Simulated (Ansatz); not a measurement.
# Cu2O (Cuprite): the cost of one run

Method: DFT PBEsol, scalar-relativistic, plane waves, PAW, in Ansatz 0.2.0.

The COD entry's cell or inner coordinates are ideal or old and differ from later refinements, so a difference from it is no clean test against experiment.

1 further run of the same task is left out (set aside as unsound or not needed).

### Step 1. The structure to begin with

The structure is cubic, space group Pn-3m (No. 224). Conventional cell: a = 4.222 Å, b = 4.222 Å, c = 4.222 Å, α = 90.00°, β = 90.00°, γ = 90.00°. Cu (site symmetry -3m) is surrounded by 2 O at 1.83 Å. Around O (site symmetry -43m) lie 4 Cu at 1.83 Å.

Structure file:

```cif
data_structure
_symmetry_space_group_name_H-M 'P 1'
_symmetry_Int_Tables_number 1
_cell_length_a 4.2224
_cell_length_b 4.2224
_cell_length_c 4.2224
_cell_angle_alpha 90.000
_cell_angle_beta 90.000
_cell_angle_gamma 90.000
_cell_volume 75.28
loop_
_atom_site_label
_atom_site_type_symbol
_atom_site_fract_x
_atom_site_fract_y
_atom_site_fract_z
_atom_site_occupancy
Cu1 Cu 0.25000 0.25000 0.25000 1
Cu2 Cu 0.25000 0.75000 0.75000 1
Cu3 Cu 0.75000 0.75000 0.25000 1
Cu4 Cu 0.75000 0.25000 0.75000 1
O1 O 0.00000 0.00000 0.00000 1
O2 O 0.50000 0.50000 0.50000 1
```

It is the result of an earlier relaxation at this level (volume 12.55 Å³/atom; gap on the mesh: 0.56 eV).

### Step 2. Tight relaxation for the response runs

Response functions are second derivatives at a minimum, so forces and stress are first brought close to zero on the mesh and occupations that the response runs use.

The input, input.yaml:

```yaml
crystal:
  lattice:
    - [4.2223527934, 0.0, 0.0]
    - [0.0, 4.2223527934, 0.0]
    - [0.0, 0.0, 4.2223527934]
  atoms:
    - { symbol: Cu, position: [0.25, 0.25, 0.25] }
    - { symbol: Cu, position: [0.25, 0.75, 0.75] }
    - { symbol: Cu, position: [0.75, 0.75, 0.25] }
    - { symbol: Cu, position: [0.75, 0.25, 0.75] }
    - { symbol: O, position: [0.0, 0.0, 0.0] }
    - { symbol: O, position: [0.5, 0.5, 0.5] }
basis:
  ecutwfc: 420
kpoints:
  mp_grid: { grid: [8, 8, 8] }
hamiltonian:
  xc: pbesol
scf:
  occupations: { method: fixed }
output:
  forces: true
  stress: true
  eigenvalues: true
  write_density: true
  write_potential: true
  elf: true
  volumetric_format: npy
relax:
  adjacent_minimum: "off"
  f_tol: 0.001
  max_steps: 60
  cell: { stress_tol: 0.01 }
```

The run is started by

```bash
> ansatz run input.yaml --threads 2 --pin off --max-ram 5120MiB --backend cpu --events-out ev --progress --plain --runs-dir out
```

**Question.** How long does this run take on 2 threads of Arm Neoverse V2, shared host, and how much memory does it need?

About 8.6 s, with a peak of 0.42 GiB.
